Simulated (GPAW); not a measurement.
Crystal: HfN.

```xyz
2
Lattice="0.0000 2.2560 2.2560 2.2560 0.0000 2.2560 2.2560 2.2560 0.0000" Properties=species:S:1:pos:R:3 pbc="T T T"
Hf    0.0000    0.0000    0.0000
N     2.2560    2.2560    2.2560
```

```yaml
Program: GPAW 26.7.0
Task: relaxation of cell and atoms
Functional: BLYP
Dispersion: D4
Potentials_or_basis: PAW data sets generated in the run's folder for this functional
Cutoff: 800 eV
Basis: pw
k_mesh: 10 × 10 × 10
Occupations: fermi-dirac, width 0.05 eV
Spin: no spin polarisation
```

At the start: pressure 4.3 GPa; volume 11.48 Å³/atom.

Question: How do energy, volume and symmetry change on relaxing?

Answer: Over 9 steps the energy falls by 3.1 meV/atom and the volume is 11.67 Å³/atom (+1.6 %); space group Fm-3m (No. 225, to 0.05 Å).

Step by step:
```csv
step,energy change (eV),largest force (eV/Å),pressure (GPa),volume (Å³)
1,0.0000,0.0000,4.34,22.96
2,-0.0029,0.0000,3.03,23.07
3,-0.0057,0.0000,0.85,23.26
4,-0.0059,0.0000,-1.50,23.46
5,-0.0060,0.0000,-1.40,23.45
6,-0.0060,0.0000,-1.19,23.43
7,-0.0061,0.0000,-0.90,23.41
8,-0.0061,0.0000,-0.54,23.38
9,-0.0062,0.0000,-0.13,23.34
```

Final structure:
```
Hf N
1.0
     0.00001    2.26826    2.26826
     2.26826    0.00001    2.26826
     2.26826    2.26826    0.00001
Hf N
1 1
Direct
  0.00000 0.00000 0.00000
  0.50000 0.50000 0.50000
```

Caveat: later steps reuse the first step's grids; pairwise dispersion overbinds metals, which lowers pressure and volume.
